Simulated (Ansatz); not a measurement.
# HfO₂: hydrostatic pressure series

These are results of DFT r2SCAN, scalar-relativistic, plane waves, PAW in Ansatz, not measurements. Run with 500 eV cutoff, 6×6×6 k-mesh, Gaussian smearing of 0.02 eV, no spin polarisation.

The relaxed crystal:

```yaml
crystal:
  lattice:
    - [3.57682, 0.00000, 0.00000]
    - [0.00000, 3.57682, 0.00000]
    - [0.00000, 0.00000, 5.20267]
  atoms:
    - { symbol: Hf, position: [0.50000, 0.50000, 0.50000] }
    - { symbol: Hf, position: [0.00000, 0.00000, 0.00000] }
    - { symbol: O, position: [0.00000, 0.50000, 0.69616] }
    - { symbol: O, position: [0.50000, 0.00000, 0.80384] }
    - { symbol: O, position: [0.50000, 0.00000, 0.30384] }
    - { symbol: O, position: [0.00000, 0.50000, 0.19616] }
```

Cell and atoms are relaxed at each pressure within the symmetry of the start, at zero temperature, so transitions that lower the symmetry aren't seen. The k-mesh given is that at zero pressure and may differ at others. a, b and c are the lengths of the cell vectors above. Gaps are generalised Kohn–Sham gaps over the whole zone.

Spin-orbit coupling is left out, which matters for the bands and energies of heavy elements.

```csv
P (GPa),V (Å³/atom),V/V0,a (Å),b (Å),c (Å)
-2,11.21,1.011,3.586,3.586,5.232
0,11.09,1.000,3.577,3.577,5.203
2,10.98,0.990,3.568,3.568,5.176
5,10.83,0.976,3.555,3.555,5.141
10,10.60,0.956,3.535,3.535,5.090
20,10.22,0.921,3.500,3.500,5.006
40,9.64,0.869,3.441,3.441,4.884
```

Question: What bulk modulus and pressure derivative fit these points?

Answer: A third-order Birch–Murnaghan fit gives B0 = 196 GPa and B0' = 5.3.

Question: Which cell vector or vectors give way most up to 40 GPa?

Answer: c: the changes are a -3.8 %, b -3.8 %, c -6.1 %.

Question: What does pressure do to the gap?

Answer: The gaps are 5.27 eV at -2 GPa, 5.26 eV at 0 GPa, 5.26 eV at 2 GPa, 5.23 eV at 5 GPa, 5.18 eV at 10 GPa, 5.11 eV at 20 GPa, 4.92 eV at 40 GPa.

This fluorite-type form isn't the usual stable structure of the compound.